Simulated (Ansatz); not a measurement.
# ZnS: the cost of one run

Computed with Ansatz 0.2.0 (DFT PBE, scalar-relativistic, plane waves, PAW, unless a step's input says otherwise).

1 further run of the same task is left out (it didn't finish).

### 1 The starting structure

Symmetry: Cmmm, No. 65, orthorhombic system. The conventional cell has a = 3.751 Å, b = 5.252 Å, c = 5.180 Å, α = 90.00°, β = 90.00°, γ = 90.00°. Around Zn (site symmetry mmm) lie 4 S at 3.20 Å and 4 Zn at 3.23 Å. S (site symmetry mmm) is surrounded by 4 Zn at 3.20 Å and 4 S at 3.23 Å.

As a file:

```cif
data_structure
_symmetry_space_group_name_H-M 'P 1'
_symmetry_Int_Tables_number 1
_cell_length_a 3.2269
_cell_length_b 3.2269
_cell_length_c 5.1799
_cell_angle_alpha 90.000
_cell_angle_beta 90.000
_cell_angle_gamma 108.926
_cell_volume 51.02
loop_
_atom_site_label
_atom_site_type_symbol
_atom_site_fract_x
_atom_site_fract_y
_atom_site_fract_z
_atom_site_occupancy
Zn1 Zn 0.50000 0.50000 0.50000 1
S1 S 0.00000 0.00000 0.00000 1
```

A structure generator made this guess: species swapped into a database cell of CsRb (Cmmm, No. 65), with S on the Cs sites and Zn on the Rb sites. Its size is a rough estimate.

### 2 A first look at the guess

Contents of input.yaml:

```yaml
crystal:
  lattice:
    - [1.87556745, -2.62588311, 0.0]
    - [1.87556745, 2.62588311, 0.0]
    - [0.0, 0.0, 5.17992256]
  atoms:
    - { symbol: Zn, position: [0.5, 0.5, 0.5] }
    - { symbol: S, position: [0.0, 0.0, 0.0] }
basis:
  ecutwfc: 420
kpoints:
  mp_grid: { grid: [6, 6, 4] }
hamiltonian:
  xc: pbe
scf:
  occupations: { method: gaussian, width: 0.1 }
  lower_state_search: "off"
output:
  forces: true
  stress: true
  eigenvalues: true
```

Launch:

```bash
$ ansatz run input.yaml --threads 1 --pin off --max-ram 2560MiB --backend cpu --events-out ev --progress --plain --runs-dir out
```

What time and memory should one allow on 1 thread of Arm Neoverse V1, shared host?

About 1.7 s, with a peak of 0.3 GiB.
